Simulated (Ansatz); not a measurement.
Ni2H in Ansatz: the effect of Hubbard term

Ni2H:

```xyz
3
Lattice="2.6430 0.0000 0.0000 -1.3215 2.2889 0.0000 0.0000 0.0000 4.3080" Properties=species:S:1:pos:R:3 pbc="T T T"
Ni    1.3215    0.7630    3.3042
Ni    0.0000    1.5259    1.0038
H     0.0000    0.0000    0.0000
```

Alike in all runs:

```yaml
Program: Ansatz 0.2.0
Task: projected density of states
Functional: LDA
Potentials_or_basis: Ansatz PAW
Cutoff: "420 eV (not typed: the program's choice for these potentials)"
k_mesh: 11 × 11 × 6
Occupations: fermi-dirac, width 0.05 eV
Spin: collinear spin, ferromagnetic start
Starting_moments: "[1.0, 1.0, 0.0] μB"
Hubbard_projectors: ortho-atomic (the default)
Double_counting: fll (the default)
```

```csv
Hubbard term,pressure (GPa),moment (μB),largest force (eV/Å)
none,-23.1,0.18,0.92
Ni d U = 1 eV,-23.3,0.21,0.88
Ni d U = 2 eV,-23.4,0.20,0.84
Ni d U = 3 eV,-23.4,0.17,0.80
Ni d U = 6 eV,?,?,?
```

What does the run with Hubbard term Ni d U = 6 eV give?

Pressure -1.9 GPa; moment 1.71 μB; largest force 1.14 eV/Å.

Worked out: A straight line through the other rows of the pressure, of slope -0.1 GPa per eV, extrapolates to -23.7 GPa, against the run's -1.9. A parabola through the other rows of the moment, of slope -0.139 μB per eV there, extrapolates to -0.11 μB, against the run's 1.71. A straight line through the other rows of the largest force, of slope -0.04 eV/Å per eV, extrapolates to 0.68 eV/Å, against the run's 1.14.

Caveats: the PAW data sets come from PBE, with cores solved anew for the run's functional, which leaves a small shift of forces and pressure; the magnetic or orbital state may not be the lowest (some runs); the U is typed as a test and isn't derived for this compound (some runs); the starting moments weren't kept (some runs); forces of over 1 eV/Å show positions far from the minimum, so gaps and moduli don't describe the material at rest (some runs).

Runs at the PBE level aren't shown here.
